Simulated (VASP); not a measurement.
AlN: relaxation of cell and atoms with r2SCAN

Crystal: AlN.

```
Al N
1.0
     3.11300    0.00000    0.00000
    -1.55650    2.69594    0.00000
     0.00000    0.00000    4.98100
Al N
2 2
Direct
  0.33333 0.66667 0.00000
  0.66667 0.33333 0.50000
  0.33333 0.66667 0.38000
  0.66667 0.33333 0.88000
```

| Item | Value |
| --- | --- |
| Program | VASP 6.6.1 |
| Task | relaxation of cell and atoms |
| Functional | r2SCAN |
| Potentials or basis | VASP PAW PBE potentials, release 64 (Al, N) |
| Cutoff | 600 eV |
| k mesh | 12 × 12 × 6 |
| Occupations | gaussian, width 0.03 eV |
| Spin | no spin polarisation |
| Further INCAR settings | ALGO = Normal; EDIFF = 1e-06; IBRION = 2; EDIFFG = -0.01; NSW = 90; ISIF = 3 |

* Relaxed volume: 10.39 Å³/atom
* Relaxed cell: a = 3.104 Å, b = 3.104 Å, c = 4.978 Å, α = 90.00°, β = 90.00°, γ = 120.00°
* Space group after relaxing (to 0.05 Å): P6_3mc (No. 186)
* Energy gained by relaxing: 0.5 meV/atom
* Ionic steps: 6
* Pressure after relaxing: 0.0 GPa
* Largest force after relaxing: 0.004 eV/Å
* Band gap on the k mesh: 4.94 eV, direct

Forces in eV/Å, atoms in the order of the input:
```
Al   0.000  0.000 -0.004
Al   0.000  0.000 -0.004
N    0.000  0.000  0.004
N    0.000  0.000  0.004
```

Stress tensor (GPa, compression positive):
```
 0.09  0.00  0.00
 0.00  0.09  0.00
 0.00  0.00 -0.07
```

The path:
```tsv
step	energy change (eV)	largest force (eV/Å)	pressure (GPa)	volume (Å³)
1	0.0000	0.1251	-1.25	41.80
2	0.0001	0.0987	1.29	41.31
3	-0.0021	0.0151	-0.03	41.56
4	-0.0021	0.0120	-0.01	41.55
5	-0.0021	0.0101	0.02	41.55
6	-0.0022	0.0039	0.04	41.54
```

Final structure:
```
Al N
1.0
     3.10440    0.00000    0.00000
    -1.55220    2.68849    0.00000
     0.00000    0.00000    4.97773
Al N
2 2
Direct
  0.33333 0.66667 0.99926
  0.66667 0.33333 0.49926
  0.33333 0.66667 0.38074
  0.66667 0.33333 0.88074
```

Levels at points of the mesh, in eV from the valence-band top:
| k point | band 5 | band 6 | band 7 | band 8 | band 9 | band 10 | band 11 | band 12 |
| --- | --- | --- | --- | --- | --- | --- | --- | --- |
| (0.00, 0.00, 0.00) | -0.88 | -0.22 | -0.22 | 0.00 | 4.94 | 7.56 | 11.63 | 12.07 |
| (0.50, 0.00, 0.00) | -3.39 | -2.13 | -1.77 | -0.70 | 6.45 | 6.58 | 9.07 | 11.27 |
| (0.00, 0.00, 0.50) | -0.56 | -0.56 | -0.56 | -0.56 | 7.28 | 7.28 | 11.33 | 11.33 |
| (0.50, 0.00, 0.50) | -1.49 | -1.49 | -1.39 | -1.39 | 6.01 | 6.01 | 10.16 | 10.16 |

Run time: 4.8 min on 2 MPI ranks on Intel(R) Xeon(R) Platinum 8488C (Sapphire Rapids) (shared host), peak memory 0.2 GiB a rank.

Caveat: the PAW data sets were made with another functional, which shifts forces and pressure a little. A k mesh can miss the band edges.
